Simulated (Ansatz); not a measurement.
**Size effect of resistivity from band structure**

Plane-wave DFT in Ansatz, PBEsol, scalar-relativistic PAW potentials, cutoff 420 eV, no spin-orbit coupling; no spin polarisation. Relaxed crystals; Boltzmann transport at 300 K with one relaxation time τ for all states, on bands interpolated from the mesh shown (Fermi–Dirac smearing 0.15 eV in the self-consistent run).

```csv
metal,k mesh,"σ/τ xx, yy, zz (10²⁰ Ω⁻¹ m⁻¹ s⁻¹)","N(E_F) (states eV⁻¹ nm⁻³, both spins)"
Rh (Fm-3m),20×20×20,"21.24, 21.24, 21.24",91.7
TaSi₂ (P6_422),12×12×6,"2.12, 2.12, 3.42",24.5
Cu (Fm-3m),20×20×20,"16.84, 16.84, 16.84",26.4
Sc₂Al (P6_3/mmc),12×12×6,"1.39, 1.39, 3.07",65.3
Ru (P6_3/mmc),18×18×10,"14.94, 14.94, 18.74",58.6
```

Problem. Get the Fermi velocity and ρλ of each, along its best-conducting axis, without knowing τ.

Solution. The trace of σ/τ is e²N(E_F)⟨v²⟩, which gives the root mean square velocity. With ρ = 1/((σ/τ)τ) and λ = vτ the time drops out: ρλ = v/(σ/τ).
| metal | v (10⁵ m/s) | ρλ (10⁻¹⁶ Ω m²) |
| --- | --- | --- |
| Rh (Fm-3m) | 6.59 | 3.1 |
| Ru (P6_3/mmc) | 7.20 | 3.8 |
| Cu (Fm-3m) | 10.93 | 6.5 |
| Sc₂Al (P6_3/mmc) | 2.36 | 7.7 |
| TaSi₂ (P6_422) | 4.41 | 12.9 |

ρλ measures the inverse of the Fermi surface's area in k space (1/(ρλ) = e²S_F/(12π³ħ) for an isotropic metal), not the velocity: slow d electrons on a large surface can match fast s electrons. Copper's value in the literature is about 6.7×10⁻¹⁶ Ω m².

Problem. How much resistivity do surfaces and grain boundaries add in a square wire 15 nm wide, with diffuse surfaces, grains as wide as the wire and a reflection coefficient of 0.3?

Solution. In the common approximations to Fuchs–Sondheimer and Mayadas–Shatzkes, Δρ = ρλ [3(1 − p)/(4d) + 3R/(2D(1 − R))], with specularity p = 0, R = 0.3, and width d and grain size D both 15 nm, so Δρ = ρλ × 0.93×10⁸ m⁻¹: Rh (Fm-3m) 2.9 μΩ cm, Ru (P6_3/mmc) 3.6 μΩ cm, Cu (Fm-3m) 6.0 μΩ cm, Sc₂Al (P6_3/mmc) 7.1 μΩ cm, TaSi₂ (P6_422) 12.0 μΩ cm. The rise is smallest in Rh (Fm-3m). The wire's resistivity is this plus the bulk value, which needs phonon and disorder scattering and wasn't computed, so a small ρλ is needed but not enough: a wire metal must also be stable, stay ordered and resist electromigration and oxidation. One τ for all states gives, as a rule, a lower ρλ than one λ would, by some tens of per cent where velocities vary over the Fermi surface, which flatters d metals against copper, and the values hang on the mesh; the best axis of an anisotropic metal needs oriented grains, and the mean velocity understates λ along it.

Spin-orbit coupling, left out, matters for the members with heavy elements.

Cost: about 61 core-minutes for the runs cited, on AMD EPYC 7R43 (Zen 3), Intel Xeon 6975P-C (Granite Rapids), Arm Neoverse V2 and other processors (shared hosts).